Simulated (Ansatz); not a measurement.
## Where the states of YN lie

```
CELL_PARAMETERS angstrom
0.00000 2.43850 2.43850
2.43850 0.00000 2.43850
2.43850 2.43850 0.00000
ATOMIC_POSITIONS crystal
Y 0.00000 0.00000 0.00000
N 0.50000 0.50000 0.50000
```

Conventional cell: a = 4.877 Å, b = 4.877 Å, c = 4.877 Å, α = 90.00°, β = 90.00°, γ = 90.00°. Around Y (atom 1) lie 6 N at 2.44 Å. N (atom 2) is surrounded by 6 Y at 2.44 Å.

The cell comes from COD entry 9008768, which wasn't checked; take it as a given geometry.

Theory: Ansatz 0.2.0, DFT, LDA, all-electron LAPW, scalar-relativistic.

The runs use a Γ-centred 11×11×11 k mesh, Fermi–Dirac smearing of 0.03 eV, basis error target 1 meV/atom, no spin polarisation.

Task: Which of the resolved shells contributes most in the top eV of the valence band?

Result: N 2p, with 80 % of all states there; Y 4d follows with 17 %.

Task: Where is the centre of the filled Y 4d states between -14 eV and the top of the filled states?

Result: -3.64 eV from the valence-band top.

Task: Tabulate the density of states.

Result: States per eV and cell, averaged over 0.4 eV, from -4.1 to 2.5 eV, with energies (bin centres) from the valence-band top; empty bins are left out. The partial columns, the largest 3 alone, are projections on Löwdin-orthogonalised atomic shells (those that the program's projection atoms carry: the occupied ones and, for some elements, an empty d or f shell; other empty shells have no column), summed over atoms of an element. Weights on diffuse s and p shells depend on that basis and aren't pure angular character.
| E (eV) | total | N 2p | Y 4d | Y 5s |
| --- | --- | --- | --- | --- |
| -4.0 | 0.09 | 0.05 | 0.03 | 0.01 |
| -3.6 | 0.45 | 0.23 | 0.15 | 0.04 |
| -3.2 | 1.08 | 0.61 | 0.31 | 0.11 |
| -2.8 | 1.35 | 0.82 | 0.33 | 0.14 |
| -2.4 | 1.02 | 0.66 | 0.22 | 0.09 |
| -2.0 | 2.68 | 1.81 | 0.76 | 0.04 |
| -1.6 | 4.25 | 2.98 | 1.06 | 0.02 |
| -1.2 | 2.17 | 1.55 | 0.53 | 0.00 |
| -0.8 | 1.40 | 1.09 | 0.27 | 0.00 |
| -0.4 | 0.47 | 0.40 | 0.05 | 0.00 |
| 0.0 | 0.03 | 0.03 | 0.00 | 0.00 |
| 0.4 | 0.03 | 0.00 | 0.03 | 0.00 |
| 0.8 | 0.12 | 0.02 | 0.09 | 0.00 |
| 1.2 | 0.20 | 0.04 | 0.16 | 0.00 |
| 1.6 | 0.29 | 0.06 | 0.22 | 0.00 |
| 2.0 | 0.37 | 0.07 | 0.29 | 0.00 |
| 2.4 | 0.46 | 0.09 | 0.36 | 0.00 |
